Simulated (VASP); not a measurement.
Set up this calculation in VASP 6.6.1, as the native input.

```yaml
Task: single point
Functional: r2SCAN
Potentials_or_basis: VASP PAW PBE potentials, release 64 (C)
Cutoff: 520 eV
k_mesh: 12 × 12 × 10
Occupations: gaussian, width 0.05 eV
Spin: no spin polarisation
Dipole_correction: no
Further_INCAR_settings: ALGO = Normal; EDIFF = 1e-06; NBANDS = 16
```

C:

```
C
1.0
     0.00000   -1.78012   -1.78012
    -1.78012    0.00000   -1.78012
     1.78012    1.78012   -3.56023
C
4
Direct
  0.74649 0.76566 0.73541
  0.25351 0.23434 0.26459
  0.36176 0.38093 0.88959
  0.88824 0.86907 0.36041
```

This isn't the form of C at room conditions, which is graphite.

The cell isn't the ideal one: mode 4 frozen in at -0.025 Å and mode 9 at -0.060 Å (largest displacements).

These files were run (other wordings do the same):

POSCAR

```
C
1.0
    0.0000000000     -1.7801161419     -1.7801161419
   -1.7801161419      0.0000000000     -1.7801161419
    1.7801161419      1.7801161419     -3.5602322838
C
4
Direct
    0.7464910594      0.7656606202      0.7354050151
    0.2535089406      0.2343393798      0.2645949849
    0.3617606002      0.3809301610      0.8895949781
    0.8882393998      0.8690698390      0.3604050219
```

INCAR.step1

```
SYSTEM = C
PREC = Accurate
ENCUT = 520
ISMEAR = 0
SIGMA = 0.05
LREAL = .FALSE.
LASPH = .TRUE.
NELM = 100
NBANDS = 16
GGA = PE
ALGO = Normal
EDIFF = 1E-4
LWAVE = .TRUE.
LCHARG = .FALSE.
```

INCAR.step2

```
SYSTEM = C
PREC = Accurate
ENCUT = 520
EDIFF = 1E-6
ISMEAR = 0
SIGMA = 0.05
LREAL = .FALSE.
LASPH = .TRUE.
NELM = 100
ALGO = Normal
ISIF = 2
LWAVE = .FALSE.
LCHARG = .FALSE.
METAGGA = R2SCAN
LMIXTAU = .TRUE.
NBANDS = 16
ISTART = 1
```

KPOINTS

```
regular mesh
0
G
  12 12 10
  0 0 0
```

Potentials or basis: VASP PAW PBE potentials, release 64 (C).

The run is started by

```console
$ cat potpaw_PBE.64/C/POTCAR > POTCAR
$ cp INCAR.step1 INCAR
$ mpirun -np 1 vasp_std > vasp.out
$ cp INCAR.step2 INCAR
$ mpirun -np 1 vasp_std > vasp.out
```

It gave:

The pressure is 3.0 GPa. The largest force is 4.403 eV/Å and the band gap on the k mesh is 3.89 eV.

Caveat: the PAW data sets were made with another functional, which shifts forces and pressure a little.

It took 5.7 min on 1 thread of Intel(R) Xeon(R) 6975P-C (Granite Rapids), with other jobs on the host, peak memory 0.29 GiB.
